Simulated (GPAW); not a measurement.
Crystal: GaN.

```
Ga N
1.0
     3.18000    0.00000    0.00000
    -1.59000    2.75396    0.00000
     0.00000    0.00000    5.16600
Ga N
2 2
Direct
  0.66667 0.33333 0.50000
  0.33333 0.66667 0.00000
  0.66667 0.33333 0.87500
  0.33333 0.66667 0.37500
```

| Quantity | Value |
| --- | --- |
| Program | GPAW 26.7.0 |
| Task | relaxation of cell and atoms |
| Functional | WC |
| Potentials or basis | PAW data sets generated in the run's folder for this functional |
| Cutoff | 800 eV |
| Basis | pw |
| k mesh | 7 × 7 × 4 |
| Occupations | fermi-dirac, width 0.05 eV |
| Spin | no spin polarisation |

At the start: pressure 9.1 GPa; volume 11.31 Å³/atom.

**Question.** Where does the relaxation end?

**Answer.** Over 19 steps the energy falls by 15.2 meV/atom and the volume is 11.78 Å³/atom (+4.1 %); space group P6_3mc (No. 186, to 0.05 Å).

Step by step:
```
step  energy change (eV)  largest force (eV/Å)  pressure (GPa)  volume (Å³)
   1              0.0000                0.1748            9.11        45.24
   2             -0.0138                0.1100            7.94        45.46
   3             -0.0338                0.0126            5.82        45.87
   4             -0.0514                0.0719            3.11        46.44
   5             -0.0601                0.1029            0.21        47.09
   6             -0.0590                0.0563           -2.30        47.69
   7             -0.0592                0.0524           -2.24        47.67
   8             -0.0596                0.0447           -2.12        47.64
   9             -0.0599                0.0339           -1.95        47.60
  10             -0.0604                0.0207           -1.72        47.54
  11             -0.0609                0.0064           -1.44        47.47
  12             -0.0612                0.0077           -1.11        47.40
  13             -0.0614                0.0191           -0.75        47.31
  14             -0.0614                0.0261           -0.33        47.21
  15             -0.0609                0.0240            0.13        47.10
  16             -0.0609                0.0233            0.13        47.10
  17             -0.0610                0.0220            0.12        47.10
  18             -0.0610                0.0201            0.12        47.10
  19             -0.0610                0.0175            0.12        47.11
```

Final structure:
```
Ga N
1.0
     3.22183    0.00000    0.00000
    -1.61092    2.79019    0.00000
     0.00000    0.00000    5.24000
Ga N
2 2
Cartesian
  1.6109 0.9301 2.6155
  0.0000 1.8601 -0.0045
  1.6109 0.9301 4.5894
  0.0000 1.8601 1.9694
```

Caveat: the data sets keep Ga 3d, Li 1s and Be 1s frozen, and some such compounds lay over 1.5 % in volume off other programs; later steps reuse the first step's grids.
